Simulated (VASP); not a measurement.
# CdS (P6_3mc) in VASP: band structure with PBE

Aim: the band structure of CdS with PBE.

Everything below comes from runs of VASP 6.6.1. Logs are shortened: lines on timing, memory, paths and dates and some standing lists are left out, and cuts for length are marked.

**Measured values to compare with.**

From “Isotope dependence of band-gap energy”, 2008, arxiv:0807.2152, for a bulk crystal of CdS: band gap 2.5809 ± 0.0002 eV.

The results are compared with them further down.

## 1. The structure

The structure is hexagonal, space group P6_3mc (No. 186). The conventional cell has a = 4.204 Å, b = 4.204 Å, c = 6.843 Å, α = 90.00°, β = 90.00°, γ = 120.00°. Cd (site symmetry 3m) has 4 S at 2.57 to 2.58 Å as nearest neighbours. Around S (site symmetry 3m) lie 4 Cd at 2.57 to 2.58 Å.

## 2. Band structure, PBE

File POSCAR:

```
CdS                                     
1.0
    4.2035358302      0.0000000000      0.0000000000
   -2.1017679151      3.6403688191      0.0000000000
    0.0000000000      0.0000000000      6.8431586201
  Cd              S             
     2     2
Direct
     0.3333333300000021    0.6666666699999979    0.9992461513029411
     0.6666666699999979    0.3333333300000021    0.4992461513029411
     0.3333333300000021    0.6666666699999979    0.3757538486970589
     0.6666666699999979    0.3333333300000021    0.8757538486970589
```

File INCAR.step1:

```
SYSTEM = CdS
PREC     = Accurate       ! precision mode
ENCUT    = 700            ! plane-wave cutoff, eV
EDIFF    = 1E-7           ! SCF threshold, eV
ISMEAR   = 0              ! smearing method
SIGMA    = 0.02           ! smearing width, eV
LREAL    = .False.        ! projectors in reciprocal space
LASPH    = .True.         ! aspherical terms in the spheres
NELM     = 80             ! most SCF steps
ALGO     = Normal         ! electronic algorithm
ISIF     = 2              ! what is computed and relaxed
LWAVE    = .False.        ! write WAVECAR
LCHARG   = .True.         ! write CHGCAR
GGA      = PE             ! functional
```

File KPOINTS.step1:

```
Automatic mesh
0
Gamma
  9 9 6
  0 0 0
```

File INCAR.step2:

```
SYSTEM = CdS
PREC     = Accurate       ! precision mode
ENCUT    = 700            ! plane-wave cutoff, eV
EDIFF    = 1E-7           ! SCF threshold, eV
ISMEAR   = 0              ! smearing method
SIGMA    = 0.05           ! smearing width, eV
LREAL    = .False.        ! projectors in reciprocal space
LASPH    = .True.         ! aspherical terms in the spheres
NELM     = 80             ! most SCF steps
ALGO     = Normal         ! electronic algorithm
ISIF     = 2              ! what is computed and relaxed
LWAVE    = .False.        ! write WAVECAR
LCHARG   = .False.        ! write CHGCAR
GGA      = PE             ! functional
ICHARG   = 11             ! starting density
```

File KPOINTS.step2:

```
path GMKGALHA,LM,KH
20
line-mode
reciprocal
 0.0000000000  0.0000000000  0.0000000000  G
 0.5000000000  0.0000000000  0.0000000000  M

 0.5000000000  0.0000000000  0.0000000000  M
 0.3333333333  0.3333333333  0.0000000000  K

 0.3333333333  0.3333333333  0.0000000000  K
 0.0000000000  0.0000000000  0.0000000000  G

 0.0000000000  0.0000000000  0.0000000000  G
 0.0000000000  0.0000000000  0.5000000000  A

 0.0000000000  0.0000000000  0.5000000000  A
 0.5000000000  0.0000000000  0.5000000000  L

 0.5000000000  0.0000000000  0.5000000000  L
 0.3333333333  0.3333333333  0.5000000000  H

 0.3333333333  0.3333333333  0.5000000000  H
 0.0000000000  0.0000000000  0.5000000000  A

 0.5000000000  0.0000000000  0.5000000000  L
 0.5000000000  0.0000000000  0.0000000000  M

 0.3333333333  0.3333333333  0.0000000000  K
 0.3333333333  0.3333333333  0.5000000000  H
```

Potentials or basis: VASP PAW PBE potentials, release 64 (Cd, S).

Run with:

```console
$ cat potpaw_PBE.64/Cd/POTCAR potpaw_PBE.64/S/POTCAR > POTCAR
$ cp INCAR.step1 INCAR
$ cp KPOINTS.step1 KPOINTS
$ mpirun -np 1 vasp_std > vasp.out
$ cp INCAR.step2 INCAR
$ cp KPOINTS.step2 KPOINTS
$ mpirun -np 1 vasp_std > vasp.out
```

OUTCAR:

```text
SYSTEM = CdS
   PREC = Accurate
   ENCUT = 700
   EDIFF = 1E-7
   ISMEAR = 0
   LREAL = .False.
   LASPH = .True.
   NELM = 80
   ISIF = 2
   GGA = PE
   ICHARG = 11

 ion  position               nearest neighbor table
   1  0.333  0.667  0.999-   4 2.57   4 2.57   4 2.57   3 2.58
   2  0.667  0.333  0.499-   3 2.57   3 2.57   3 2.57   4 2.58
   3  0.333  0.667  0.376-   2 2.57   2 2.57   2 2.57   1 2.58
   4  0.667  0.333  0.876-   1 2.57   1 2.57   1 2.57   2 2.58

  LATTYP: Found a hexagonal cell.
 ALAT       =     4.2035358302
 C/A-ratio  =     1.6279529654

  Lattice vectors:

 A1 = (   4.2035358302,   0.0000000000,   0.0000000000)
 A2 = (  -2.1017679151,   3.6403688191,   0.0000000000)
 A3 = (   0.0000000000,   0.0000000000,   6.8431586201)

Analysis of symmetry for initial positions (statically):
=====================================================================
 Subroutine PRICEL returns:
 Original cell was already a primitive cell.

 Routine SETGRP: Setting up the symmetry group for a
 hexagonal supercell.

 Subroutine GETGRP returns: Found 12 space group operations
 (whereof  6 operations were pure point group operations)
 out of a pool of 24 trial point group operations.

The static configuration has the point symmetry C_3v.
 The point group associated with its full space group is C_6v.

Analysis of symmetry for dynamics (positions and initial velocities):
=====================================================================
 Subroutine PRICEL returns:
 Original cell was already a primitive cell.

 Routine SETGRP: Setting up the symmetry group for a
 hexagonal supercell.

 Subroutine GETGRP returns: Found 12 space group operations
 (whereof  6 operations were pure point group operations)
 out of a pool of 24 trial point group operations.

The dynamic configuration has the point symmetry C_3v.
 The point group associated with its full space group is C_6v.

 Subroutine INISYM returns: Found 12 space group operations
 (whereof  6 operations are pure point group operations),
 and found     1 'primitive' translations

----------------------------------------------------------------------------------------

                                     Primitive cell

[... 83 lines left out ...]
   LSORBIT =      F    spin-orbit coupling
   LASPH  =      T    aspherical Exc in radial PAW
   ENCUT  =  700.0 eV  51.45 Ry    7.17 a.u.   9.07  9.07 14.76*2*pi/ulx,y,z
   NELM   =     80;   NELMIN=  2; NELMDL=  0     # of ELM steps
   EDIFF  = 0.1E-06   stopping-criterion for ELM
   LREAL  =      F    real-space projection
   EDIFFG = 0.1E-05   stopping-criterion for IOM
   NSW    =      0    number of steps for IOM
   IBRION =     -1    ionic relax: 0-MD 1-quasi-New 2-CG
   NFREE  =      0    steps in history (QN), initial steepest desc. (CG)
   ISIF   =      2    stress and relaxation
   ISYM   =      2    0-nonsym 1-usesym 2-fastsym
   POTIM  = 0.5000    time-step for ionic-motion
   TEBEG  =    0.0;   TEEND  =   0.0 temperature during run
   PSTRESS=    0.0 pullay stress
   NELECT =      36.0000    total number of electrons
   NUPDOWN=      -1.0000    fix difference up-down
   EMIN   =  10.00;   EMAX   =-10.00  energy-range for DOS
   EFERMI =   0.00;   METHOD = LEGACY
   ISMEAR =     0;   SIGMA  =   0.05  broadening in eV -4-tet -1-fermi 0-gaus
   EFERMI_NEDOS =   21; number of points for ismear=-14 and -15
   IALGO  =     38    algorithm
   IMIX   =      4    mixing-type and parameters
     AMIX     =   0.40;   BMIX     =  1.00
     AMIX_MAG =   1.60;   BMIX_MAG =  1.00
  volume/ion in A,a.u.               =      26.18       176.67
  Fermi-wavevector in a.u.,A,eV,Ry     =   1.146842  2.167216 17.895002  1.315246
  Thomas-Fermi vector in A             =   2.283524
   LORBIT       =      0    0 simple, 1 ext, 2 COOP (PROOUT), +10 PAW based schemes
   GGA     = PE    functional components
   LHFCALC =     F    Hartree Fock is set to
   AEXX    =    0.0000 exact exchange contribution
   IVDW    =     0    specifies the selected vdW correction
   LEPSILON=     F    determine dielectric tensor
   LRPA    =     F    only Hartree local field effects (RPA)
 non-spin polarized calculation
 Gauss-broadening in eV      SIGMA  =   0.05
  energy-cutoff  :      700.00
  volume of cell :      104.72
 maximum number of plane-waves:      4437

 number of electron      36.0000005 magnetization

 Free energy of the ion-electron system (eV)
  ---------------------------------------------------
  ext. energy  EPLUGINS =         0.00000000
  ---------------------------------------------------
  free energy    TOTEN  =       -11.66448825 eV

  energy without entropy =      -11.66448825  energy(sigma->0) =      -11.66448825

 E-fermi :   1.1374     XC(G=0):  -8.8943

 val. band max:        0.8672789820   @ k =   0.0000   0.0000   0.0000
 cond. band min:       1.9677330233   @ k =   0.0000   0.0000   0.0000
 fundamental gap:      1.1004540413
 Fermi energy:         1.1373920918

 k-point     1 :       0.0000    0.0000    0.0000
  band No.  band energies     occupation
      1     -11.1903      2.00000
      2     -10.8077      2.00000
      3      -6.6665      2.00000
      4      -6.6607      2.00000
      5      -6.6607      2.00000
      6      -6.5873      2.00000
[... 589 lines left out ...]
     21       5.9806      0.00000
     22       7.1002      0.00000

 [... further k-points ...]

------------------------ aborting loop because EDIFF is reached ----------------------------------------

  FORCE on cell =-STRESS in cart. coord.  units (eV):
  Direction    XX          YY          ZZ          XY          YZ          ZX
  --------------------------------------------------------------------------------------
  -------------------------------------------------------------------------------------
  Total        1.7473788      1.7473788      0.7629945     -0.0000000      0.0000000      0.0000000
  in kB       26.7350437     26.7350438     11.6738802     -0.0000000      0.0000000      0.0000000
  external PRESSURE =      21.7146559 kB  Pullay stress =       0.0000000 kB

 VOLUME and BASIS-vectors are now :
 -----------------------------------------------------------------------------
  energy-cutoff  :      700.00
  volume of cell :      104.72
      direct lattice vectors                 reciprocal lattice vectors
     4.203535830  0.000000000  0.000000000     0.237894963  0.137348721  0.000000000
    -2.101767915  3.640368819  0.000000000     0.000000000  0.274697441  0.000000000
     0.000000000  0.000000000  6.843158620     0.000000000  0.000000000  0.146131349

 POSITION                                       TOTAL-FORCE (eV/Angst)
 -----------------------------------------------------------------------------------
     -0.00000      2.42691      6.83800         0.000000      0.000000      0.215952
      2.10177      1.21346      3.41642        -0.000000     -0.000000      0.215952
     -0.00000      2.42691      2.57134        -0.000000     -0.000000     -0.215952
      2.10177      1.21346      5.99292         0.000000      0.000000     -0.215952
 -----------------------------------------------------------------------------------
    total drift:                               -0.000015      0.000009     -0.060949

  FREE ENERGIE OF THE ION-ELECTRON SYSTEM (eV)
  ---------------------------------------------------
  free  energy   TOTEN  =       -11.6644882533 eV

  energy  without entropy=      -11.6644882533  energy(sigma->0) =      -11.66448825
```

Run time: 4.5 min. Hardware: 1 thread of Intel Xeon Platinum 8488C (Sapphire Rapids), shared host; peak memory 0.66 GiB.

What came out:

| Property | Result |
| --- | --- |
| Band gap on the k mesh | 1.10 eV, direct |
| Band gap along the path | 1.10 eV, direct |

Levels at the corners of the path, in eV from the valence-band top:
| point | band 14 | band 15 | band 16 | band 17 | band 18 | band 19 | band 20 | band 21 | band 22 |
| --- | --- | --- | --- | --- | --- | --- | --- | --- | --- |
| Γ | -0.69 | -0.69 | -0.04 | 0.00 | 0.00 | 1.10 | 2.73 | 6.48 | 6.48 |
| M | -3.32 | -2.43 | -1.71 | -1.17 | -0.69 | 3.61 | 3.88 | 5.12 | 6.23 |
| M | -3.32 | -2.43 | -1.71 | -1.17 | -0.69 | 3.61 | 3.88 | 5.12 | 6.23 |
| K | -3.47 | -2.83 | -1.69 | -1.69 | -1.51 | 4.76 | 4.91 | 4.91 | 7.09 |
| K | -3.47 | -2.83 | -1.69 | -1.69 | -1.51 | 4.76 | 4.91 | 4.91 | 7.09 |
| Γ | -0.69 | -0.69 | -0.04 | 0.00 | 0.00 | 1.10 | 2.73 | 6.48 | 6.48 |
| Γ | -0.69 | -0.69 | -0.04 | 0.00 | 0.00 | 1.10 | 2.73 | 6.48 | 6.48 |
| A | -2.35 | -0.35 | -0.35 | -0.35 | -0.35 | 2.75 | 2.75 | 6.13 | 6.13 |
| A | -2.35 | -0.35 | -0.35 | -0.35 | -0.35 | 2.75 | 2.75 | 6.13 | 6.13 |
| L | -3.88 | -1.22 | -1.22 | -1.22 | -1.22 | 3.45 | 3.45 | 5.35 | 5.35 |
| L | -3.88 | -1.22 | -1.22 | -1.22 | -1.22 | 3.45 | 3.45 | 5.35 | 5.35 |
| H | -3.77 | -2.22 | -2.22 | -1.02 | -1.02 | 4.29 | 4.29 | 6.11 | 6.11 |
| H | -3.77 | -2.22 | -2.22 | -1.02 | -1.02 | 4.29 | 4.29 | 6.11 | 6.11 |
| A | -2.35 | -0.35 | -0.35 | -0.35 | -0.35 | 2.75 | 2.75 | 6.13 | 6.13 |
| L | -3.88 | -1.22 | -1.22 | -1.22 | -1.22 | 3.45 | 3.45 | 5.35 | 5.35 |
| M | -3.32 | -2.43 | -1.71 | -1.17 | -0.69 | 3.61 | 3.88 | 5.12 | 6.23 |
| K | -3.47 | -2.83 | -1.69 | -1.69 | -1.51 | 4.76 | 4.91 | 4.91 | 7.09 |
| H | -3.77 | -2.22 | -2.22 | -1.02 | -1.02 | 4.29 | 4.29 | 6.11 | 6.11 |

Caveat: the log is that of the step along the path at fixed density, whose energy, stress, charges and moments have no meaning.

## 3. Against experiment

Step 2. A measured gap of CdS is 2.5809 eV (quoted in “Isotope dependence of band-gap energy”, 2008, arxiv:0807.2152); the calculated 1.10 eV misses it by -1.48 eV. So large a miss can be the level of theory's own, or it may mean another phase, state or a wrong row. Spin-orbit coupling on Cd is left out. The value is that of PBE, without temperature or zero-point motion. Semilocal functionals fall short of measured gaps as a rule.
